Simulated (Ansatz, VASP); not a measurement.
# Two plane-wave programs on SnTe

File INCAR:

```
SYSTEM = SnTe
  ALGO = Normal
  EDIFF = 1E-6
  ENCUT = 520
  GGA = PS
  ISIF = 2
  ISMEAR = 1
  LASPH = .TRUE.
  LCHARG = .TRUE.
  LELF = .TRUE.
  LREAL = .FALSE.
  LVHAR = .TRUE.
  LWAVE = .FALSE.
  NBANDS = 17
  NELM = 100
  PREC = Accurate
  SIGMA = 0.02
```

Contents of KPOINTS:

```
k-points
0
G
  6 6 6
  0 0 0
```

The input POSCAR:

```
SnTe
1.0
    0.0000000000      3.1508500000      3.1508500000
    3.1508500000      0.0000000000      3.1508500000
    3.1508500000      3.1508500000      0.0000000000
Sn Te
1 1
Direct
    0.0000000000      0.0000000000      0.0000000000
    0.5000000000      0.5000000000      0.5000000000
```

Input for Ansatz:

```yaml
crystal:
  lattice:
    - [0.0, 3.15085, 3.15085]
    - [3.15085, 0.0, 3.15085]
    - [3.15085, 3.15085, 0.0]
  atoms:
    - { symbol: Sn, position: [0.0, 0.0, 0.0] }
    - { symbol: Te, position: [0.5, 0.5, 0.5] }
kpoints:
  mp_grid:
    grid: [6, 6, 6]
hamiltonian:
  xc: pbesol
  pseudopotentials:
    kind: paw
scf:
  occupations:
    method: methfessel_paxton
    width: 0.02
output:
  stress: true
```

Alike in both runs: task single point; functional PBEsol; k mesh 6 × 6 × 6; occupations methfessel-paxton of order 1, width 0.02 eV; no spin polarisation.

|  | VASP | Ansatz |
| --- | --- | --- |
| version | VASP 6.6.1 | Ansatz 0.2.0 |
| potentials or method | VASP PAW PBE potentials, release 64 (Sn_d, Te) | plane waves, PAW |
| plane-wave cutoff (eV) | 520 | 420 |
| valence electrons in the cell | 20 | 30 |

|  | VASP | Ansatz | Ansatz less VASP |
| --- | --- | --- | --- |
| pressure (GPa) | -0.4 | -0.4 | +0.01 |

The functional is the same, so the differences come from potentials, cutoffs and numerics. The two sets of potentials don't hold the same shells in valence.

Caveats: the PAW data sets were made with another functional, which shifts forces and pressure a little (VASP).
